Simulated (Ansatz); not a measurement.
Level of theory: DFT PBE, scalar-relativistic, plane waves, PAW (Ansatz 0.2.0). Settings: cutoff 420 eV, Γ-centred meshes spaced at most about 0.3 Å⁻¹, and about 0.25 Å⁻¹ or finer for metals (2π included), Gaussian smearing. Spin is collinear in cells that carry moments; the others ran without spin or lost their moments.

All energies are static (0 K, no zero-point motion).

Two forms of CuO were relaxed alike.

A. (parallel moments up to 0.4 μB)

Space group P4/mmm (No. 123). a = 3.782 Å, b = 3.782 Å, c = 2.857 Å, α = 90.00°, β = 90.00°, γ = 90.00°
```
atom  site  symmetry       x       y       z
  Cu    1d     4/mmm  0.5000  0.5000  0.5000
  Cu    1a     4/mmm  0.0000  0.0000  0.0000
   O    2e      mmm.  0.0000  0.5000  0.5000
```

B. (no moments)

Space group P4_2/mmc (No. 131). a = 2.949 Å, b = 2.949 Å, c = 5.150 Å, α = 90.00°, β = 90.00°, γ = 90.00°
```json
{"atom": "Cu", "site": "2c", "symmetry": "mmm.", "x": "0.5000", "y": "0.0000", "z": "0.5000"}
{"atom": "O", "site": "2f", "symmetry": "-4m2", "x": "0.5000", "y": "0.5000", "z": "0.2500"}
```

**Question.** Which form is favoured at zero pressure, and by what margin per atom?

**Answer.** B is lower, by 0.39 eV/atom. A has space group P4/mmm (No. 123), 10.2 Å³/atom and no gap on its mesh; B has space group P4_2/mmc (No. 131), 11.2 Å³/atom and no gap. Counting O atoms around Cu (those within 1.25 times the shortest such distance or 1.15 times the sum of covalent radii; the shortest distance is added where it is long for a bond; a slash parts the counts of unlike sites), A has Cu 4/8 from 2.4 Å and B has Cu 4. Their magnetic states differ too. The lower one is the more open, so pressure narrows the difference. In A, around Cu on its first site lie 4 O at 1.89 Å; around Cu on its second site lie 8 O at 2.37 Å; O has 2 Cu at 1.89 Å and 4 Cu at 2.37 Å. In B, Cu has 4 O at 1.96 Å; O has 4 Cu at 1.96 Å. Origin: A, invented; B, reached from a Materials Project cell (its symmetry changed), among other starts.

In such compounds of Cu a zero gap at this level may well be an artefact, since no Hubbard U is applied. A magnetic state wasn't ruled out in cells without spin, among them P4_2/mmc. Another magnetic order may lie lower. Cells relaxed within their symmetry can be saddle points.
